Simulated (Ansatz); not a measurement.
# HfN (F-43m) in Ansatz: a series of runs

The runs below take HfN through band structure, with PBE, LDA, PBEsol.

All numbers are computed with Ansatz 0.2.0; they aren't measurements. Logs are shortened: lines on timing, memory, paths and dates and some standing lists are left out, and cuts for length are marked.

## 1. The structure

Symmetry: F-43m, No. 216, cubic system. Conventional cell: a = 4.910 Å, b = 4.910 Å, c = 4.910 Å, α = 90.00°, β = 90.00°, γ = 90.00°. Hf (site symmetry -43m) has 4 N at 2.13 Å as nearest neighbours. N (site symmetry -43m) has 4 Hf at 2.13 Å as nearest neighbours.

The cell comes from a database or a generator and needn't be the stable form of this composition.

## 2. Band structure, PBE

Contents of input.yaml:

```yaml
crystal:
  lattice:
    - [0.0, 2.454822, 2.454822]
    - [2.454822, 0.0, 2.454822]
    - [2.454822, 2.454822, 0.0]
  atoms:
    - { symbol: Hf, position: [0.0, 0.0, 0.0] }
    - { symbol: "N", position: [0.25, 0.25, 0.25] }
kpoints:
  mp_grid: { grid: [9, 9, 9] }
  band_path:
    path:
      - [0.0, 0.0, 0.0]
      - [0.5, 0.0, 0.5]
      - [0.5, 0.25, 0.75]
      - [0.375, 0.375, 0.75]
      - [0.0, 0.0, 0.0]
      - [0.5, 0.5, 0.5]
      - [0.625, 0.25, 0.625]
      - [0.5, 0.25, 0.75]
    npoints: 8
scf:
  occupations: { method: fermi_dirac, width: 0.05 }
hamiltonian:
  xc: pbe
  pseudopotentials: { kind: all_electron, lapw: { basis_error: 0.001 } }
output:
  forces: true
  stress: true
  eigenvalues: true
```

Potentials or basis: all-electron LAPW, scalar-relativistic.

Launch:

```
ansatz run input.yaml --threads 1 --pin off --max-ram 3072MiB --backend cpu --events-out ev --progress --plain --runs-dir out
```

What it wrote:

```text
Warning: RAYON_NUM_THREADS=1 ignored (pool sized by the plan → 1); use --threads N
LAPW: plane waves up to 10.147 Å⁻¹, error target 1.0e-3 eV per atom; small_component_spin mean_spin; N in spheres of 0.890 Å, 7 of its electrons in bands, Dirac shells []; Hf in spheres of 1.236 Å, 44 of its electrons in bands, Dirac shells [] (how accurate: hamiltonian.pseudopotentials.lapw.basis_error, Limitations)
Engine: ansatz 0.2.0, x86_64-unknown-linux-gnu
Pseudopotentials: kind: all_electron
Pseudopotential: Hf, LAPW, valence charge 44, lapw/all_electron/scalar/gaussian/Hf, Koelling and Harmon's equation, gaussian nucleus
Pseudopotential: N, LAPW, valence charge 7, lapw/all_electron/scalar/gaussian/N, Koelling and Harmon's equation, gaussian nucleus
Functional definition: PBE
  parameter kappa = 0.804
  parameter beta = 0.06672455060314922
  exchange = pbe_x(kappa = kappa, mu = beta*pi^2/3)
  correlation = pbe_c(beta = beta)
Crystal: 2 atoms, lattice volume = 29.586 Å³
Basis set: ecut = 392.2519888472785 eV, 531 PW (Γ), exchange–correlation at level 2
Bands: 31, of which v1, the nominal top of the filled ones, is band 26 counted from 1 (25 counted from 0)
Symmetry: 24 space group operations
Space group: F-43m (ITA 216), of the structure as read, at distance tolerance 3.1e-5 Å
k-points: 35 of 729 (time reversal used)
Non-local potential: Hf, projectors of the file, none
Non-local potential: N, projectors of the file, none
Initial density: superposition of atomic densities (chi_scale 0.1, normalization cell, long waves kept (reshape's long-wave potential 0.00 eV rms))
Initial wavefunctions: plane waves of lowest kinetic energy (no species holds an atomic orbital)
Functional: x = pbe(κ = 0.804, μ = 0.2195149727645171), c = pbe(β = 0.06672455060314922)
iter 1 solved again at ethr=1.45e-2 eV; its pass at ethr=1.00e-1 eV (dr2=7.39e0 eV) is discarded
SCF iter   1: F=—  HF=-411745.836047 eV  |F-HF|=—  |Δ(HF+E_count)|=         —  Δρ=1.35e-1  dr2=7.39e0  ethr=1.45e-2  ⟨swp⟩=2.0  Hψ=6618  notcnv=0
preconditioner: auto → LDOS  [metal: Δε(μ)=0.023 eV  Ē_g=18.668 eV  σ=0.050 eV  W_gap=0.12  n_scr=14 (ndim 8)  ℏωp=36.8 eV  f_vac=0.016  D(μ)=1.24/eV (n_scr^D=14)  β→1.0]
iter 2 solved again at ethr=1.17e-3 eV; its pass at ethr=1.45e-2 eV (dr2=5.96e-1 eV) is discarded
SCF iter   2: F=—  HF=-411743.567160 eV  |F-HF|=—  |Δ(HF+E_count)|=    2.27e0  Δρ=4.82e-2  dr2=5.96e-1  ethr=1.17e-3  ⟨swp⟩=2.0  Hψ=5539  notcnv=0
preconditioner: auto → none  [insulator: Δε(μ)=0.210 eV  Ē_g=19.652 eV  σ=0.050 eV  W_gap=0.55  n_scr=14 (ndim 8)  ℏωp=36.8 eV  f_vac=0.077  D(μ)=0.55/eV (n_scr^D=0)  ε∞_Penn≈4.5  β→0.5]
SCF iter   3: F=—  HF=-411743.241790 eV  |F-HF|=—  |Δ(HF+E_count)|=   3.25e-1  Δρ=9.36e-3  dr2=2.55e-2  ethr=1.17e-3  ⟨swp⟩=2.8  Hψ=3432  notcnv=0
SCF iter   4: F=—  HF=-411743.210281 eV  |F-HF|=—  |Δ(HF+E_count)|=         —  Δρ=5.16e-3  dr2=8.05e-3  ethr=5.00e-5  ⟨swp⟩=2.0  Hψ=3439  notcnv=0
the basis was enlarged: its passes take 469.8 KiB over the memory plan, 1 of 1 planned eigensolver slots
SCF iter   5: F=—  HF=-411743.208853 eV  |F-HF|=—  |Δ(HF+E_count)|=   1.43e-3  Δρ=1.43e-3  dr2=4.82e-4  ethr=1.58e-5  ⟨swp⟩=2.1  Hψ=3288  notcnv=0
SCF iter   6: F=—  HF=-411743.208934 eV  |F-HF|=—  |Δ(HF+E_count)|=   8.03e-5  Δρ=3.83e-4  dr2=2.53e-5  ethr=9.45e-7  ⟨swp⟩=3.0  Hψ=3392  notcnv=0
SCF iter   7: F=—  HF=-411743.208965 eV  |F-HF|=—  |Δ(HF+E_count)|=   3.09e-5  Δρ=9.66e-5  dr2=3.12e-6  ethr=4.96e-8  ⟨swp⟩=3.0  Hψ=3429  notcnv=0
SCF iter   8: F=—  HF=-411743.208965 eV  |F-HF|=—  |Δ(HF+E_count)|=   9.95e-9  Δρ=1.76e-5  dr2=1.18e-7  ethr=6.13e-9  ⟨swp⟩=2.1  Hψ=3272  notcnv=0
SCF iter   9: F=-411743.208965 eV  HF=-411743.208965 eV  |F-HF|=2.91e-10  |Δ(HF+E_count)|=   3.42e-8  Δρ=6.23e-7  dr2=8.31e-11  ethr=2.31e-10  ⟨swp⟩=2.1  Hψ=3269  notcnv=0
SCF 1 converged in 9 iterations: F = -411743.208965 eV  dr2 = 8.31e-11
NSCF: frozen V_eff on 57 k-points
SCF converged after 9 iterations
Free energy (F): -411743.208965 eV
Harris-Foulkes:  -411743.208965 eV  (|F-HF|=2.91e-10)
Internal energy: -411743.203290 eV  (E = F + TS)
E sigma→0 (E₀):  -411743.206127 eV
Entropy (-TS):   -0.005674 eV (-2.837 meV/atom)
Fermi energy:    18.126545 eV
--- Per-component energies (eV) ---
  E_band       = -5656.617002
  E_kinetic    = 457968.321273
  E_xc         = -8603.369785
  E_electrostatic = -861108.154779  (all electrons and nuclei)
  E_smearing   = -0.005674  (= −TS)
  E_closure    = 0.000000  (closes the sum)
  E_atoms      = -411724.663545  (free atoms, spherical and without spin; not in F)
  Σ components = -411743.208965   (vs F -411743.208965, Δ=0.00e0)
  Basis errors (estimates in eV, not in F): energy 4.4e-4 per atom: plane waves 4.0e-4 (2.4e-4 summed), levels above the bands 7.6e-73, relativity 8.9e-8, radial functions 4.1e-5, core shells 1.8e-11; eigenvalues (radial functions only) 2.7e-6; not estimated: angular momenta, meshes, grids; target (lapw.basis_error) 1.0e-3; muffin-tin radii N 0.890 Å, Hf 1.236 Å
--- Forces (eV/Å), atoms counted from 1 ---
  atom   1  Hf     0.00000000    -0.00000000     0.00000000
  atom   2  N     -0.00000000     0.00000000    -0.00000000
  max |Σ_I F_I| component: 1.85e-17 eV/Å
--- Stress (GPa, compression-positive) ---
        0.728902      -0.000000      -0.000000
       -0.000000       0.728902      -0.000000
       -0.000000      -0.000000       0.728902
  P = ⅓ Tr σ = 0.7289 GPa (7.289 kbar)
--- Band table (eV; the first three rows and the last of 35) ---
  k-point 0: bands = ["-489.1996", "-359.1137", "-355.9228", "-355.9228", "-355.9228", "-183.8023", "-183.8023", "-183.7819", "-183.7819", "-183.7819", "-44.4015", "-12.9740", "-12.9740", "-12.9740", "1.8242", "5.6494", "5.6494", "5.6494", "5.7179", "5.7179", "5.7179", "5.7952", "12.6683", "12.6683", "12.6683", "17.4521", "20.3607", "20.3607", "24.7065", "24.7065", "24.7065"]
  k-point 1: bands = ["-489.1996", "-359.1137", "-355.9228", "-355.9228", "-355.9228", "-183.8023", "-183.8023", "-183.7819", "-183.7819", "-183.7819", "-44.3991", "-13.0318", "-12.9814", "-12.9814", "1.9645", "5.6501", "5.6522", "5.6522", "5.7130", "5.7130", "5.7181", "5.8004", "12.4138", "12.7576", "12.7576", "18.0867", "20.1722", "20.1722", "24.3889", "24.9652", "24.9652"]
  k-point 2: bands = ["-489.1996", "-359.1137", "-355.9228", "-355.9228", "-355.9228", "-183.8023", "-183.8023", "-183.7819", "-183.7819", "-183.7819", "-44.3931", "-13.1746", "-13.0000", "-13.0000", "2.3067", "5.6536", "5.6586", "5.6586", "5.7023", "5.7023", "5.7185", "5.8073", "12.0818", "12.9636", "12.9636", "19.3426", "19.9637", "19.9637", "23.8010", "25.1319", "25.1319"]
  k-point 34: bands = ["-489.1996", "-359.1137", "-355.9228", "-355.9228", "-355.9228", "-183.8023", "-183.8023", "-183.7819", "-183.7819", "-183.7819", "-44.3747", "-13.3555", "-13.2201", "-13.1255", "3.2883", "5.6535", "5.6702", "5.6825", "5.6863", "5.6887", "5.6996", "5.7684", "12.3829", "13.1101", "14.4589", "16.9953", "19.5602", "21.6312", "23.3458", "24.5799", "27.3807"]
```

Run time: 25 s. Hardware: 1 thread of AMD EPYC 7R43 (Zen 3), shared host; peak memory 0.35 GiB.

Results:

* Free energy: -411743.2090 eV
* Pressure: 0.7 GPa
* Band gap along the path: none (metal or under the smearing width)

Levels at the corners of the path, in eV from the Fermi level:
| point | band 22 | band 23 | band 24 | band 25 | band 26 | band 27 | band 28 | band 29 | band 30 | band 31 |
| --- | --- | --- | --- | --- | --- | --- | --- | --- | --- | --- |
| Γ | -12.33 | -5.46 | -5.46 | -5.46 | -0.67 | 2.23 | 2.23 | 6.58 | 6.58 | 6.58 |
| X | -12.36 | -6.89 | -3.62 | -3.62 | -1.14 | 2.18 | 4.03 | 4.65 | 4.65 | 10.12 |
| W | -12.36 | -5.65 | -5.08 | -3.58 | -1.29 | 1.39 | 3.61 | 5.04 | 6.54 | 10.01 |
| K | -12.36 | -6.17 | -4.24 | -3.99 | -1.15 | 2.19 | 2.67 | 5.74 | 5.87 | 9.34 |
| Γ | -12.33 | -5.46 | -5.46 | -5.46 | -0.67 | 2.23 | 2.23 | 6.58 | 6.58 | 6.58 |
| L | -12.36 | -5.73 | -4.87 | -4.87 | 1.53 | 2.73 | 2.73 | 4.27 | 5.25 | 5.25 |
| U | -12.36 | -6.17 | -4.24 | -3.99 | -1.15 | 2.19 | 2.67 | 5.74 | 5.87 | 9.34 |
| W | -12.36 | -5.65 | -5.08 | -3.58 | -1.29 | 1.39 | 3.61 | 5.04 | 6.54 | 10.01 |

Caveat: spin-orbit coupling is left out, which moves the levels of the heavy elements.

## 3. Band structure, LDA

input.yaml, as its differences from that of step 2:

```diff
@@ -24,3 +24,3 @@
 hamiltonian:
-  xc: pbe
+  xc: lda
   pseudopotentials: { kind: all_electron, lapw: { basis_error: 0.001 } }
```

Potentials or basis: all-electron LAPW, scalar-relativistic.

Launch:

```
ansatz run input.yaml --threads 1 --pin off --max-ram 3072MiB --backend cpu --events-out ev --progress --plain --runs-dir out
```

Run time: 22 s. Hardware: 1 thread of AMD EPYC 7R43 (Zen 3), shared host; peak memory 0.35 GiB.

It converged, with:

- Free energy: -411489.0836 eV
- Pressure: -9.6 GPa
- Band gap along the path: none (metal or under the smearing width)

Levels at the corners of the path, in eV from the Fermi level:
```
point  band 22  band 23  band 24  band 25  band 26  band 27  band 28  band 29  band 30  band 31
    Γ   -12.33    -5.46    -5.46    -5.46    -0.59     2.10     2.10     6.54     6.54     6.54
    X   -12.36    -6.92    -3.59    -3.59    -1.12     2.08     3.89     4.59     4.59     9.96
    W   -12.35    -5.66    -5.09    -3.55    -1.28     1.32     3.47     4.99     6.46     9.86
    K   -12.35    -6.20    -4.22    -3.98    -1.15     2.11     2.57     5.66     5.81     9.24
    Γ   -12.33    -5.46    -5.46    -5.46    -0.59     2.10     2.10     6.54     6.54     6.54
    L   -12.35    -5.71    -4.87    -4.87     1.54     2.62     2.62     4.24     5.20     5.20
    U   -12.35    -6.20    -4.22    -3.98    -1.15     2.11     2.57     5.66     5.81     9.24
    W   -12.35    -5.66    -5.09    -3.55    -1.28     1.32     3.47     4.99     6.46     9.86
```

Caveat: spin-orbit coupling is left out, which moves the levels of the heavy elements.

## 4. Band structure, PBEsol

input.yaml, as its differences from that of step 3:

```diff
@@ -24,3 +24,3 @@
 hamiltonian:
-  xc: lda
+  xc: pbesol
   pseudopotentials: { kind: all_electron, lapw: { basis_error: 0.001 } }
```

Potentials or basis: all-electron LAPW, scalar-relativistic.

Launch:

```
ansatz run input.yaml --threads 1 --pin off --max-ram 3072MiB --backend cpu --events-out ev --progress --plain --runs-dir out
```

What it wrote:

```text
Warning: RAYON_NUM_THREADS=1 ignored (pool sized by the plan → 1); use --threads N
LAPW: plane waves up to 10.145 Å⁻¹, error target 1.0e-3 eV per atom; small_component_spin mean_spin; N in spheres of 0.890 Å, 7 of its electrons in bands, Dirac shells []; Hf in spheres of 1.236 Å, 44 of its electrons in bands, Dirac shells [] (how accurate: hamiltonian.pseudopotentials.lapw.basis_error, Limitations)
Engine: ansatz 0.2.0, x86_64-unknown-linux-gnu
Pseudopotentials: kind: all_electron
Pseudopotential: Hf, LAPW, valence charge 44, lapw/all_electron/scalar/gaussian/Hf, Koelling and Harmon's equation, gaussian nucleus
Pseudopotential: N, LAPW, valence charge 7, lapw/all_electron/scalar/gaussian/N, Koelling and Harmon's equation, gaussian nucleus
Functional definition: PBEsol
  exchange = pbesol_x
  correlation = pbesol_c
Crystal: 2 atoms, lattice volume = 29.586 Å³
Basis set: ecut = 392.11833343222276 eV, 531 PW (Γ), exchange–correlation at level 2
Bands: 31, of which v1, the nominal top of the filled ones, is band 26 counted from 1 (25 counted from 0)
Symmetry: 24 space group operations
Space group: F-43m (ITA 216), of the structure as read, at distance tolerance 3.1e-5 Å
k-points: 35 of 729 (time reversal used)
[... 32 lines left out ...]
  E_electrostatic = -860924.323124  (all electrons and nuclei)
  E_smearing   = -0.005657  (= −TS)
  E_closure    = 0.000000  (closes the sum)
  E_atoms      = -411595.030029  (free atoms, spherical and without spin; not in F)
  Σ components = -411614.606835   (vs F -411614.606835, Δ=0.00e0)
  Basis errors (estimates in eV, not in F): energy 4.4e-4 per atom: plane waves 4.0e-4 (2.4e-4 summed), levels above the bands 1.7e-72, relativity 3.4e-8, radial functions 4.5e-5, core shells 1.6e-11; eigenvalues (radial functions only) 2.7e-6; not estimated: angular momenta, meshes, grids; target (lapw.basis_error) 1.0e-3; muffin-tin radii N 0.890 Å, Hf 1.236 Å
--- Forces (eV/Å), atoms counted from 1 ---
  atom   1  Hf     0.00000000    -0.00000000     0.00000000
  atom   2  N     -0.00000000     0.00000000    -0.00000000
  max |Σ_I F_I| component: 1.11e-16 eV/Å
--- Stress (GPa, compression-positive) ---
       -5.017091      -0.000000       0.000000
       -0.000000      -5.017091      -0.000000
        0.000000      -0.000000      -5.017091
  P = ⅓ Tr σ = -5.0171 GPa (-50.171 kbar)
--- Band table (eV; the first three rows and the last of 35) ---
  k-point 0: bands = ["-488.7605", "-357.7427", "-355.6485", "-355.6485", "-355.6485", "-183.7456", "-183.7456", "-183.7254", "-183.7254", "-183.7254", "-44.5167", "-13.0929", "-13.0929", "-13.0929", "1.7216", "5.5226", "5.5226", "5.5226", "5.5924", "5.5924", "5.5924", "5.6696", "12.5020", "12.5020", "12.5020", "17.2800", "20.1450", "20.1450", "24.5398", "24.5398", "24.5398"]
  k-point 1: bands = ["-488.7605", "-357.7427", "-355.6485", "-355.6485", "-355.6485", "-183.7456", "-183.7456", "-183.7254", "-183.7254", "-183.7254", "-44.5143", "-13.1513", "-13.1004", "-13.1004", "1.8645", "5.5233", "5.5255", "5.5255", "5.5875", "5.5875", "5.5926", "5.6751", "12.2445", "12.5918", "12.5918", "17.9160", "19.9560", "19.9560", "24.2213", "24.8024", "24.8024"]
  k-point 2: bands = ["-488.7605", "-357.7427", "-355.6485", "-355.6485", "-355.6485", "-183.7456", "-183.7456", "-183.7254", "-183.7254", "-183.7254", "-44.5081", "-13.2955", "-13.1193", "-13.1193", "2.2133", "5.5269", "5.5319", "5.5319", "5.5767", "5.5767", "5.5930", "5.6826", "11.9070", "12.7983", "12.7983", "19.1742", "19.7473", "19.7473", "23.6305", "24.9723", "24.9723"]
  k-point 34: bands = ["-488.7605", "-357.7427", "-355.6485", "-355.6485", "-355.6485", "-183.7456", "-183.7456", "-183.7254", "-183.7254", "-183.7254", "-44.4896", "-13.4776", "-13.3416", "-13.2461", "3.2154", "5.5270", "5.5441", "5.5562", "5.5604", "5.5627", "5.5738", "5.6447", "12.1924", "12.9331", "14.3065", "16.8188", "19.3544", "21.4221", "23.1686", "24.4069", "27.1651"]
```

bands.tsv:

```text
# k_distance	band_0	band_1	band_2	band_3	band_4	band_5	band_6	band_7	band_8	band_9	band_10	band_11	band_12	band_13	band_14	band_15	band_16	band_17	band_18	band_19	band_20	band_21	band_22	band_23	band_24	band_25	band_26	band_27	band_28	band_29	band_30
# fermi_ev = 17.947324
[... 67 lines left out ...]
6.017412	-506.707851	-375.690023	-373.595851	-373.595851	-373.595851	-201.692972	-201.692972	-201.672767	-201.672767	-201.672767	-62.436473	-31.422148	-31.294571	-31.203479	-14.707196	-12.420405	-12.403244	-12.390007	-12.387828	-12.386718	-12.373060	-12.304040	-5.701697	-5.035939	-3.560477	-1.281054	1.377459	3.559929	5.055087	6.533645	9.915700
6.073971	-506.707851	-375.690023	-373.595851	-373.595851	-373.595851	-201.692972	-201.692972	-201.672767	-201.672767	-201.672767	-62.436443	-31.420773	-31.295697	-31.204634	-14.705409	-12.420495	-12.403288	-12.389716	-12.387777	-12.387225	-12.372964	-12.304053	-5.664955	-5.074512	-3.553016	-1.291128	1.366144	3.576029	5.038650	6.551258	9.966924
```

Wall time 25 s (1 thread of AMD EPYC 7R43 (Zen 3), shared host); peak memory 0.36 GiB.

What came out:

- Free energy: -411614.6068 eV
- Pressure: -5.0 GPa
- Band gap along the path: none (metal or under the smearing width)

Levels at the corners of the path, in eV from the Fermi level:
| point | band 23 | band 24 | band 25 | band 26 | band 27 | band 28 | band 29 | band 30 |
| --- | --- | --- | --- | --- | --- | --- | --- | --- |
| Γ | -5.45 | -5.45 | -5.45 | -0.67 | 2.20 | 2.20 | 6.59 | 6.59 |
| X | -6.91 | -3.59 | -3.59 | -1.14 | 2.14 | 4.00 | 4.65 | 4.65 |
| W | -5.66 | -5.07 | -3.55 | -1.29 | 1.37 | 3.58 | 5.04 | 6.55 |
| K | -6.19 | -4.23 | -3.97 | -1.15 | 2.16 | 2.64 | 5.74 | 5.88 |
| Γ | -5.45 | -5.45 | -5.45 | -0.67 | 2.20 | 2.20 | 6.59 | 6.59 |
| L | -5.73 | -4.86 | -4.86 | 1.55 | 2.70 | 2.70 | 4.20 | 5.25 |
| U | -6.19 | -4.23 | -3.97 | -1.15 | 2.16 | 2.64 | 5.74 | 5.88 |
| W | -5.66 | -5.07 | -3.55 | -1.29 | 1.37 | 3.58 | 5.04 | 6.55 |

Caveat: spin-orbit coupling is left out, which moves the levels of the heavy elements.

## 5. Summary

```tsv
level	pressure (GPa)
PBE	0.7
LDA	-9.6
PBEsol	-5.0
```

Alike in all rows: task band structure; potentials or basis all-electron LAPW, scalar-relativistic; no spin polarisation; cell as given; k mesh 9 × 9 × 9; cutoff (eV) 392; smearing fermi-dirac 0.05 eV; basis error allowed 0.001 eV/atom.

The pressure there spans -9.6 GPa (LDA) to 0.7 GPa (PBE); a positive pressure means that this level wants a larger cell, a negative one a smaller.

Caveats: spin-orbit coupling is left out, which moves the levels of the heavy elements.

Compare energies only between runs with the same functional and basis.
